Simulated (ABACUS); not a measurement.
Runs of ABACUS 3.10.1 on C. It takes space group Fd-3m (No. 227, cubic). Conventional cell: a = 3.567 Å, b = 3.567 Å, c = 3.567 Å, α = 90.00°, β = 90.00°, γ = 90.00°. Around C (site symmetry -43m) lie 4 C at 1.54 Å. This isn't the form of C at room conditions, which is graphite.

```tsv
task	level	potentials or basis	cell	k mesh	cutoff (eV)	SCF threshold on the density	eigensolver	symmetry key	orbital files	threshold of the eigensolver	mesh quality	gap on the mesh (eV)	pressure (GPa)	V0 of scaled cells (Å³/atom)	B0 (GPa)
equation of state	BP86	PseudoDojo NC SR 0.4.1 PBE standard, plane waves	as given	10 × 10 × 10	1116	1e-08	dav	1	-	-	not flagged	-	-	5.75	425
single point	PBE	PseudoDojo NC SR 0.4.1 PBE standard, DZP LCAO (the cutoffs set its grid)	as given	13 × 13 × 13	1361	1e-07	genelpa	1	C C_confined-atom_6au_2s2p1d.orb	-	not flagged	4.21	5.6	-	-
single point	PBE	PseudoDojo NC SR 0.4.1 PBE standard, DZP LCAO (the cutoffs set its grid)	atoms moved at random, drawn with an rms of 0.05 Å	13 × 13 × 13	1361	1e-07	genelpa	1	C C_confined-atom_6au_2s2p1d.orb	-	not flagged	3.29	6.3	-	-
single point	WC	GBRV ultrasoft 1.5 PBEsol, plane waves	as given	10 × 10 × 10	544	1e-08	dav	1	-	-	not flagged	4.09	-4.3	-	-
single point	TASK	SG15 ONCV 1.2 PBE, plane waves	as given	8 × 8 × 8	1293	1e-08	dav	1	-	-	not flagged	3.80	297.0	-	-
equation of state	PBE	PseudoDojo NC SR 0.4.1 PBE standard, DZP LCAO (the cutoffs set its grid)	as given	13 × 13 × 13	1361	1e-07	genelpa	1	C C_confined-atom_6au_2s2p1d.orb	-	not flagged	-	-	5.75	(b)
single point	BP86	PseudoDojo NC SR 0.4.1 PBE standard, plane waves	as given	10 × 10 × 10	1116	1e-08	dav	1	-	-	not flagged	4.28	5.3	-	-
equation of state	WC	GBRV ultrasoft 1.5 PBEsol, plane waves	as given	10 × 10 × 10	544	1e-08	dav	1	-	-	not flagged	-	-	(a)	449
```

Alike in all rows: no spin polarisation; smearing fermi-dirac 0.05 eV.

**Question.** Fill in the values left out.

**Answer.** (a) 5.62; (b) 416.

Caveats: the potentials were made for another functional, which shifts forces and pressure (some runs); the atomic orbitals were generated for these runs and aren't a published set (some runs); the basis of atomic orbitals isn't converged, which shifts pressures, moduli and gaps (some runs); an odd mesh through Γ misses points on the zone boundary, where band edges often lie (some runs); a pressure of tens of GPa on the cell as given is suspect, and the run, the potentials or the cell itself is likely at fault (some runs).
